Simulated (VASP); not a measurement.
# InAs (F-43m) in VASP: a series of runs, part 2 of 2

VASP 6.6.1. The steps go on from the part before.

## 5. Relaxation of the atoms, LDA (a relaxed cell with its volume scaled by 1.04)

The input, INCAR:

```
PREC = Accurate
ENCUT = 600
EDIFF = 1E-7
ISMEAR = 0
SIGMA = 0.03
LREAL = False
LASPH = True
NELM = 80
ALGO = Normal
ISIF = 2
LWAVE = False
LCHARG = False
IBRION = 2
NSW = 40
EDIFFG = -0.01
```

The input, KPOINTS:

```
Automatic mesh
0
Gamma
  10 10 10
```

The input, POSCAR:

```
InAs                                    
1.0
    0.0000000000      3.0557677952      3.0557677952
    3.0557677952      0.0000000000      3.0557677952
    3.0557677952      3.0557677952      0.0000000000
  In              As            
     1     1
Direct
     0.0000000000000000    0.0000000000000000    0.0000000000000000
     0.2500000000000000    0.2500000000000000    0.2500000000000000
```

Potentials or basis: VASP PAW LDA potentials, release 64 (In_d, As).

Run with:

```bash
$ cat potpaw_LDA.64/In_d/POTCAR potpaw_LDA.64/As/POTCAR > POTCAR
$ mpirun -np 1 vasp_std > vasp.out
```

OUTCAR:

```text
PREC = Accurate
   ENCUT = 600
   EDIFF = 1E-7
   ISMEAR = 0
   LREAL = False
   LASPH = True
   NELM = 80
   ISIF = 2
   IBRION = 2
   NSW = 40
   EDIFFG = -0.01

 ion  position               nearest neighbor table
   1  0.000  0.000  0.000-   2 2.65   2 2.65   2 2.65   2 2.65
   2  0.250  0.250  0.250-   1 2.65   1 2.65   1 2.65   1 2.65

  LATTYP: Found a face centered cubic cell.
 ALAT       =     6.1115355904

  Lattice vectors:

 A1 = (   0.0000000000,   3.0557677952,   3.0557677952)
 A2 = (   3.0557677952,   0.0000000000,   3.0557677952)
 A3 = (   3.0557677952,   3.0557677952,   0.0000000000)

Analysis of symmetry for initial positions (statically):
=====================================================================
 Subroutine PRICEL returns:
 Original cell was already a primitive cell.

 Routine SETGRP: Setting up the symmetry group for a
 face centered cubic supercell.

 Subroutine GETGRP returns: Found 24 space group operations
 (whereof 24 operations were pure point group operations)
 out of a pool of 48 trial point group operations.

The static configuration has the point symmetry T_d .

Analysis of symmetry for dynamics (positions and initial velocities):
=====================================================================
 Subroutine PRICEL returns:
 Original cell was already a primitive cell.

 Routine SETGRP: Setting up the symmetry group for a
 face centered cubic supercell.

 Subroutine GETGRP returns: Found 24 space group operations
 (whereof 24 operations were pure point group operations)
 out of a pool of 48 trial point group operations.

The dynamic configuration has the point symmetry T_d .

 Subroutine INISYM returns: Found 24 space group operations
 (whereof 24 operations are pure point group operations),
 and found     1 'primitive' translations

----------------------------------------------------------------------------------------

                                     Primitive cell

  volume of cell :      57.0678

  direct lattice vectors                    reciprocal lattice vectors
     0.000000000  3.055767795  3.055767795    -0.163624998  0.163624998  0.163624998
[... 115 lines left out ...]
   LEPSILON=     F    determine dielectric tensor
   LRPA    =     F    only Hartree local field effects (RPA)
 conjugate gradient relaxation of ions
 non-spin polarized calculation
 Gauss-broadening in eV      SIGMA  =   0.03
  energy-cutoff  :      600.00
  volume of cell :       57.07
 maximum number of plane-waves:      1924
   NGX = 17   NGY = 17   NGZ = 17

 number of electron      18.0000001 magnetization

 Free energy of the ion-electron system (eV)
  ---------------------------------------------------
  ext. energy  EPLUGINS =         0.00000000
  ---------------------------------------------------
  free energy    TOTEN  =        -9.01388368 eV

  energy without entropy =       -9.01383740  energy(sigma->0) =       -9.01386054

 E-fermi :   4.0251     XC(G=0):  -9.2772

 val. band max:        4.0159841094   @ k =   0.0000   0.0000   0.0000
 cond. band min:       4.7556201527   @ k =   0.5000   0.0000   0.0000
 fundamental gap:      0.7396360433
 Fermi energy:         4.0251211332

 k-point     1 :       0.0000    0.0000    0.0000
  band No.  band energies     occupation
      1     -10.2760      2.00000
      2     -10.2760      2.00000
      3     -10.2760      2.00000
      4     -10.1602      2.00000
      5     -10.1602      2.00000
      6      -7.6974      2.00000
      7       3.4601      2.00000
      8       4.0160      1.33333
      9       4.0160      1.33333
     10       4.0160      1.33333
     11       7.8237      0.00000
     12       7.8237      0.00000
     13       7.8237      0.00000
[... 354 lines left out ...]
  band No.  band energies     occupation
      1     -10.4121      2.00000
      2     -10.2217      2.00000
      3     -10.2196      2.00000
      4     -10.1841      2.00000
      5     -10.1446      2.00000
      6      -6.3191      2.00000
      7      -0.9535      2.00000
      8       1.8910      2.00000
      9       2.1529      2.00000
     10       5.9577      0.00000
     11       6.6599      0.00000
     12      10.4354      0.00000
     13      11.1842      0.00000

 [... further k-points ...]
[... 5 lines left out ...]
  --------------------------------------------------------------------------------------
  -------------------------------------------------------------------------------------
  Total       -0.7704376     -0.7704376     -0.7704376      0.0000000      0.0000000     -0.0000000
  in kB      -21.6300232    -21.6300232    -21.6300232      0.0000000      0.0000000     -0.0000000
  external PRESSURE =     -21.6300232 kB  Pullay stress =       0.0000000 kB

 VOLUME and BASIS-vectors are now :
 -----------------------------------------------------------------------------
  energy-cutoff  :      600.00
  volume of cell :       57.07
      direct lattice vectors                 reciprocal lattice vectors
     0.000000000  3.055767795  3.055767795    -0.163624998  0.163624998  0.163624998
     3.055767795  0.000000000  3.055767795     0.163624998 -0.163624998  0.163624998
     3.055767795  3.055767795  0.000000000     0.163624998  0.163624998 -0.163624998

 POSITION                                       TOTAL-FORCE (eV/Angst)
 -----------------------------------------------------------------------------------
      0.00000      0.00000      0.00000         0.000000      0.000000      0.000000
      1.52788      1.52788      1.52788        -0.000000     -0.000000     -0.000000
 -----------------------------------------------------------------------------------
    total drift:                               -0.000000     -0.000000     -0.000000

  FREE ENERGIE OF THE ION-ELECTRON SYSTEM (eV)
  ---------------------------------------------------
  free  energy   TOTEN  =        -9.0138836785 eV

  energy  without entropy=       -9.0138373998  energy(sigma->0) =       -9.01386054

 reached required accuracy - stopping structural energy minimisation
```

OSZICAR:

```text
N       E                     dE             d eps       ncg     rms          rms(c)
DAV:   1     0.118093084545E+03    0.11809E+03   -0.92566E+03  1222   0.164E+03
DAV:   2     0.188003300573E+00   -0.11791E+03   -0.11443E+03  1262   0.349E+02
DAV:   3    -0.904926095998E+01   -0.92373E+01   -0.91133E+01  1597   0.972E+01
DAV:   4    -0.930275848482E+01   -0.25350E+00   -0.25329E+00  1367   0.179E+01
DAV:   5    -0.931458655484E+01   -0.11828E-01   -0.11828E-01  1833   0.354E+00    0.443E+00
DAV:   6    -0.905231669428E+01    0.26227E+00   -0.43713E-01  1836   0.123E+01    0.246E+00
DAV:   7    -0.901745173890E+01    0.34865E-01   -0.12177E-01  1666   0.334E+00    0.658E-01
DAV:   8    -0.901398903933E+01    0.34627E-02   -0.10993E-02  1560   0.151E+00    0.208E-01
DAV:   9    -0.901385625609E+01    0.13278E-03   -0.86286E-04  1512   0.381E-01    0.118E-01
DAV:  10    -0.901388189119E+01   -0.25635E-04   -0.94406E-05  1918   0.136E-01    0.733E-02
DAV:  11    -0.901388718993E+01   -0.52987E-05   -0.40547E-05  1819   0.126E-01    0.783E-02
DAV:  12    -0.901388369151E+01    0.34984E-05   -0.79242E-06  1436   0.337E-02    0.112E-02
DAV:  13    -0.901388367854E+01    0.12972E-07   -0.87454E-07  1537   0.636E-03
   1 F= -.90138837E+01 E0= -.90138605E+01  d E =-.901388E+01
```

It took 22 s on 1 thread of Intel Xeon Platinum 8488C (Sapphire Rapids), shared host; peak memory 0.2 GiB.

What came out:

- Free energy: -9.0139 eV
- Pressure after relaxing: -2.2 GPa
- Band gap on the k mesh: none (metal or under the smearing width)

Final structure:
```yaml
crystal:
  lattice:
    - [0.00000, 3.05577, 3.05577]
    - [3.05577, 0.00000, 3.05577]
    - [3.05577, 3.05577, 0.00000]
  atoms:
    - { symbol: In, position: [0.00000, 0.00000, 0.00000] }
    - { symbol: As, position: [0.25000, 0.25000, 0.25000] }
```

Caveat: the relaxation stopped at its first step, so nothing moved.

## 6. Relaxation of the atoms, LDA (a relaxed cell with its volume scaled by 1.06)

INCAR is that of step 5.

KPOINTS is that of step 5.

The input, POSCAR:

```
InAs                                    
1.0
    0.0000000000      3.0752318092      3.0752318092
    3.0752318092      0.0000000000      3.0752318092
    3.0752318092      3.0752318092      0.0000000000
  In              As            
     1     1
Direct
     0.0000000000000000    0.0000000000000000    0.0000000000000000
     0.2500000000000000    0.2500000000000000    0.2500000000000000
```

Potentials or basis: VASP PAW LDA potentials, release 64 (In_d, As).

Run with:

```bash
$ cat potpaw_LDA.64/In_d/POTCAR potpaw_LDA.64/As/POTCAR > POTCAR
$ mpirun -np 1 vasp_std > vasp.out
```

Wall time 22 s (1 thread of Intel Xeon Platinum 8488C (Sapphire Rapids), shared host); peak memory 0.2 GiB.

It converged, with:

* Free energy: -8.9961 eV
* Pressure after relaxing: -3.1 GPa
* Band gap on the k mesh: none (metal or under the smearing width)

Final structure:
```cif
data_structure
_symmetry_space_group_name_H-M 'P 1'
_symmetry_Int_Tables_number 1
_cell_length_a 4.3490
_cell_length_b 4.3490
_cell_length_c 4.3490
_cell_angle_alpha 60.000
_cell_angle_beta 60.000
_cell_angle_gamma 60.000
_cell_volume 58.17
loop_
_atom_site_label
_atom_site_type_symbol
_atom_site_fract_x
_atom_site_fract_y
_atom_site_fract_z
_atom_site_occupancy
In1 In 0.00000 0.00000 0.00000 1
As1 As 0.25000 0.25000 0.25000 1
```

Levels at points of the mesh, in eV from the Fermi level:
```
           k point  band 5  band 6  band 7  band 8  band 9  band 10  band 11  band 12  band 13
(0.00, 0.00, 0.00)  -14.16  -11.61   -0.66   -0.01   -0.01    -0.01     3.79     3.79     3.79
(0.50, 0.00, 0.00)  -14.15  -10.28   -5.60   -0.94   -0.94     0.69     4.56     4.56     6.60
(0.50, 0.50, 0.00)  -14.14   -9.79   -5.71   -2.19   -2.19     1.49     1.93     8.67     8.77
```

Caveat: the relaxation stopped at its first step, so nothing moved.

## 7. Summary

| cell | gap on the mesh (eV) | pressure (GPa) |
| --- | --- | --- |
| atoms relaxed from: a relaxed cell with its volume scaled by 0.98 | none | 1.3 |
| atoms relaxed | none | 0.0 |
| atoms relaxed from: a relaxed cell with its volume scaled by 1.02 | none | -1.1 |
| atoms relaxed from: a relaxed cell with its volume scaled by 1.04 | none | -2.2 |
| atoms relaxed from: a relaxed cell with its volume scaled by 1.06 | none | -3.1 |

Alike in all rows: task relaxation of the atoms; level LDA; potentials or basis VASP PAW LDA potentials, release 64 (In_d, As); no spin polarisation; k mesh 10 × 10 × 10; cutoff (eV) 600; smearing gaussian 0.03 eV.

Caveats: the relaxation stopped at its first step, so nothing moved; this crystal is a semiconductor, whose small gap the functional closes, so the metal is an error of the method (some runs).

Absolute energies hang on the potentials; compare differences alone.

## 8. Comparison with measurements

Step 3. A measured gap of InAs is 0.418 eV (direct; 4.2 K; a printed reference work, data compilation); the calculated 0.00 eV misses it by -0.42 eV. Spin-orbit coupling on As, In is left out. The value is that of LDA on a finite k mesh, which can miss the band edges, without temperature or zero-point motion. Semilocal functionals fall short of measured gaps as a rule.
